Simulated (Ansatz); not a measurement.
# Two inputs for AgBr with a Ag vacancy

Cell: a supercell of AgBr (space group P2_1/m) built from a COD entry (listed for 9.0 GPa), with all atoms left at the host's positions.

```cif
data_Ag15Br16
_symmetry_space_group_name_H-M 'Pm'
_symmetry_Int_Tables_number 6
_cell_length_a 7.5820
_cell_length_b 7.9680
_cell_length_c 10.9920
_cell_angle_alpha 90.000
_cell_angle_beta 97.050
_cell_angle_gamma 90.000
loop_
_atom_site_label
_atom_site_type_symbol
_atom_site_symmetry_multiplicity
_atom_site_Wyckoff_symbol
_atom_site_fract_x
_atom_site_fract_y
_atom_site_fract_z
Ag1 Ag 1 a 0.0805 0.0000 0.6080
Ag2 Ag 1 b 0.0805 0.5000 0.1080
Ag3 Ag 1 b 0.0805 0.5000 0.6080
Ag4 Ag 1 a 0.5805 0.0000 0.1080
Ag5 Ag 1 a 0.5805 0.0000 0.6080
Ag6 Ag 1 b 0.5805 0.5000 0.1080
Ag7 Ag 1 b 0.5805 0.5000 0.6080
Ag8 Ag 2 c 0.4195 0.2500 0.3920
Ag9 Ag 2 c 0.4195 0.2500 0.8920
Ag12 Ag 2 c 0.9195 0.2500 0.3920
Ag13 Ag 2 c 0.9195 0.2500 0.8920
Br16 Br 1 a 0.1455 0.0000 0.3445
Br17 Br 1 a 0.1455 0.0000 0.8445
Br18 Br 1 b 0.1455 0.5000 0.3445
Br19 Br 1 b 0.1455 0.5000 0.8445
Br20 Br 1 a 0.6455 0.0000 0.3445
Br21 Br 1 a 0.6455 0.0000 0.8445
Br22 Br 1 b 0.6455 0.5000 0.3445
Br23 Br 1 b 0.6455 0.5000 0.8445
Br24 Br 2 c 0.3545 0.2500 0.1555
Br25 Br 2 c 0.3545 0.2500 0.6555
Br28 Br 2 c 0.8545 0.2500 0.1555
Br29 Br 2 c 0.8545 0.2500 0.6555
```

One atom of each set is listed.

Reference run. Method: Kohn–Sham DFT in Ansatz, PBE, plane waves and PAW, scalar-relativistic, 420 eV cutoff, Γ-centred 3×3×2 k-points, Fermi–Dirac smearing 0.01 eV, cell charge -1.

(1) The input is changed as follows: `hamiltonian.hubbard`: not typed → {sites: [{species: Ag, l: d, u_eff: 5.0}], double_counting: amf}; `basis.xc_grid`: not typed → 2. What happens to V_zz (10²¹ V/m²) and η?

Answers

(1) 

| site | V_zz reference | η reference | V_zz changed | η changed |
| --- | --- | --- | --- | --- |
| Ag2 | 1.82 | 0.83 | 1.83 | 0.83 |
| Ag4 | 1.67 | 0.33 | 1.68 | 0.32 |
| Ag5 | 0.96 | 0.15 | 0.96 | 0.14 |
| Ag6 | 2.60 | 0.45 | 2.62 | 0.44 |
| Ag7 | 1.03 | 0.06 | 1.02 | 0.05 |
| Ag8 | 0.93 | 0.86 | 0.93 | 0.87 |
| Ag9 | 1.09 | 0.20 | 1.09 | 0.20 |
| Ag12 | 1.04 | 0.81 | 1.04 | 0.82 |
| Br16 | -12.15 | 0.33 | -12.15 | 0.33 |
| Br22 | 9.00 | 0.80 | 9.00 | 0.80 |
| Br24 | -15.27 | 0.86 | -15.27 | 0.86 |
| Br28 | -14.33 | 0.92 | -14.33 | 0.92 |

No V_zz moves by more than 0.02. In per cent, |V_zz| changes by -1 to +1 on Ag, 0 on Br (all sites that start above 0.5). The table leaves out 11 of the 23 sites, with |V_zz| up to 9.64; their tensors move by 0.01 at most along any direction. The statements above cover all sites. SCF iterations: 9 and 10.

On the reference run: Forces reach 2.0 eV/Å even beyond 5.5 Å from the defect, so the host's positions may themselves be off equilibrium. The defect repeats with the cell of 31 atoms, so it feels its images: sites between two images don't show the values beside a lone defect, and zeros or small values of η there can come from the images' arrangement. Ag and Br carry a gradient in the pure host already, so the values there aren't the defect's effect alone. A uniform background compensates the cell's charge. Without spin–orbit coupling (the program notes it for Ag) the gradients can shift somewhat, as the gap is small. With a gap of 0.6 eV on this mesh, small gradients can still move by 0.1 × 10²¹ V/m² or more as the k-mesh gets denser. The cell keeps the host's lattice, where the PBE pressure is 11 GPa (in a charged cell this depends on the convention for the mean potential). The neighbours have not yet relaxed around the defect (largest force 2.0 eV/Å), so a real crystal will differ.
